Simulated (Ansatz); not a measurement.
# Si: the cost of one run

All numbers below are computed with Ansatz 0.2 early development (run time, single point, HSE06, PAW).

## (1) The cell

It holds 64 Si; a = 10.860 Å, b = 10.860 Å, c = 10.860 Å, α = 90.00°, β = 90.00°, γ = 90.00°; 20.01 Å³ an atom; space group P1.

Cell or atoms stand a little off a more symmetric structure (Fd-3m at a tolerance of 0.3 Å), so results at this geometry aren't those of that ideal crystal.

## (2) The calculation

input.yaml reads:

```yaml
crystal:
  lattice:
    - [10.86, 0, 0]
    - [0, 10.86, 0]
    - [0, 0, 10.86]
  atoms:
    - { symbol: Si, position: [0.00156, 0.00171, -0.00384] }
    - { symbol: Si, position: [0.00345, 0.24619, 0.25162] }
    - { symbol: Si, position: [0.24755, -0.00073, 0.25342] }
    - { symbol: Si, position: [0.24718, 0.25399, -0.0025] }
    - { symbol: Si, position: [0.12817, 0.1247, 0.12223] }
    - { symbol: Si, position: [0.127, 0.37108, 0.37822] }
    - { symbol: Si, position: [0.37131, 0.12631, 0.37695] }
    - { symbol: Si, position: [0.37395, 0.37858, 0.12128] }
    - { symbol: Si, position: [0.00396, -0.00223, 0.49901] }
    - { symbol: Si, position: [3.0e-05, 0.247, 0.75397] }
    - { symbol: Si, position: [0.24603, 0.00301, 0.74996] }
    - { symbol: Si, position: [0.25099, 0.25223, 0.49604] }
    - { symbol: Si, position: [0.12872, 0.12142, 0.62606] }
    - { symbol: Si, position: [0.12305, 0.37369, 0.87869] }
    - { symbol: Si, position: [0.37179, 0.12892, 0.87299] }
    - { symbol: Si, position: [0.37778, 0.3753, 0.62183] }
    - { symbol: Si, position: [0.0025, 0.49601, 0.00282] }
    - { symbol: Si, position: [-0.00342, 0.75073, 0.25244] }
    - { symbol: Si, position: [0.24838, 0.50381, 0.24655] }
    - { symbol: Si, position: [0.25384, 0.74829, -0.00155] }
    - { symbol: Si, position: [0.12563, 0.62164, 0.12886] }
    - { symbol: Si, position: [0.121, 0.87758, 0.37556] }
    - { symbol: Si, position: [0.3754, 0.6277, 0.371] }
    - { symbol: Si, position: [0.37889, 0.87172, 0.12547] }
    - { symbol: Si, position: [-0.00141, 0.49814, 0.50388] }
    - { symbol: Si, position: [-0.00353, 0.75375, 0.74853] }
    - { symbol: Si, position: [0.25232, 0.50089, 0.7465] }
    - { symbol: Si, position: [0.25294, 0.74602, 0.50237] }
    - { symbol: Si, position: [0.12193, 0.62514, 0.62789] }
    - { symbol: Si, position: [0.12286, 0.87895, 0.87188] }
    - { symbol: Si, position: [0.37863, 0.62384, 0.87291] }
    - { symbol: Si, position: [0.37621, 0.87135, 0.62865] }
    - { symbol: Si, position: [0.49606, 0.0021, 0.00114] }
    - { symbol: Si, position: [0.49981, 0.25311, 0.24605] }
    - { symbol: Si, position: [0.75399, -0.0029, 0.24987] }
    - { symbol: Si, position: [0.74917, 0.24764, 0.00398] }
    - { symbol: Si, position: [0.62123, 0.12851, 0.1241] }
    - { symbol: Si, position: [0.6268, 0.37646, 0.37125] }
    - { symbol: Si, position: [0.87831, 0.12112, 0.37686] }
    - { symbol: Si, position: [0.87234, 0.37454, 0.12827] }
    - { symbol: Si, position: [0.49738, 0.004, 0.49729] }
    - { symbol: Si, position: [0.50333, 0.24943, 0.74743] }
    - { symbol: Si, position: [0.75176, -0.00385, 0.75337] }
    - { symbol: Si, position: [0.74621, 0.25156, 0.5017] }
    - { symbol: Si, position: [0.62421, 0.12845, 0.62119] }
    - { symbol: Si, position: [0.62899, 0.37255, 0.87428] }
    - { symbol: Si, position: [0.87476, 0.12218, 0.87899] }
    - { symbol: Si, position: [0.87107, 0.37818, 0.62469] }
    - { symbol: Si, position: [0.50125, 0.502, -0.00392] }
    - { symbol: Si, position: [0.50361, 0.74631, 0.25132] }
    - { symbol: Si, position: [0.74782, 0.49895, 0.25358] }
    - { symbol: Si, position: [0.74696, 0.75396, -0.00224] }
    - { symbol: Si, position: [0.62797, 0.62502, 0.122] }
    - { symbol: Si, position: [0.62728, 0.87103, 0.37801] }
    - { symbol: Si, position: [0.87145, 0.626, 0.37722] }
    - { symbol: Si, position: [0.87364, 0.87871, 0.12142] }
    - { symbol: Si, position: [0.5039, 0.49805, 0.4987] }
    - { symbol: Si, position: [0.50036, 0.74679, 0.75392] }
    - { symbol: Si, position: [0.746, 0.50278, 0.75029] }
    - { symbol: Si, position: [0.75067, 0.75249, 0.49601] }
    - { symbol: Si, position: [0.62882, 0.62158, 0.62574] }
    - { symbol: Si, position: [0.62334, 0.87339, 0.8788] }
    - { symbol: Si, position: [0.8716, 0.62884, 0.87328] }
    - { symbol: Si, position: [0.87753, 0.87562, 0.62164] }
kpoints:
  mp_grid: { grid: [1, 1, 1], shift: [0, 0, 0] }
hamiltonian:
  xc: hse06
  pseudopotentials: { kind: paw }
scf:
  occupations: { method: fixed }
output:
  forces: true
```

Command:

```bash
> ansatz run input --backend cuda --devices 0,1,2,3 --threads 11 --events-out ev
```

What time and memory should one allow on 4 × NVIDIA GB300 Max-Q with 11 threads of Arm Neoverse V2 (Grace), shared host?

About 28 s, with a peak of 3 GiB on the host and 3.9 GiB on a GPU.
